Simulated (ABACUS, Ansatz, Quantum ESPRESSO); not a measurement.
## One calculation of Pb, 3 ways

```
Pb
1.0
     0.00000    2.47502    2.47502
     2.47502    0.00000    2.47502
     2.47502    2.47502    0.00000
Pb
1
Direct
  0.00000 0.00000 0.00000
```

Alike in all runs: task single point; functional PBE; k mesh 7 × 7 × 7; occupations fermi-dirac, width 0.05 eV; no spin polarisation; no spin-orbit coupling. Pressure is positive in compression and, in plane waves, holds the error of the finite cutoff, which Ansatz's Pulay term estimates and takes out.

```
            program and potentials  plane-wave cutoff (eV)                             notes  pressure (GPa)
                Ansatz, Ansatz PAW                     420  Pulay term of +0.02 GPa included            2.91
    Quantum ESPRESSO, SG15 PBE 1.2                     762                                 -            2.91
ABACUS, Ansatz NC PBE, plane waves                     857                                 -            2.96
```

The pressure spans 2.91 (Ansatz, Ansatz PAW) to 2.96 GPa (ABACUS, Ansatz NC PBE, plane waves).

The functional is the same throughout but for its coding, so the spread measures potentials, basis and numerics; runs on potential files found faulty are left out.
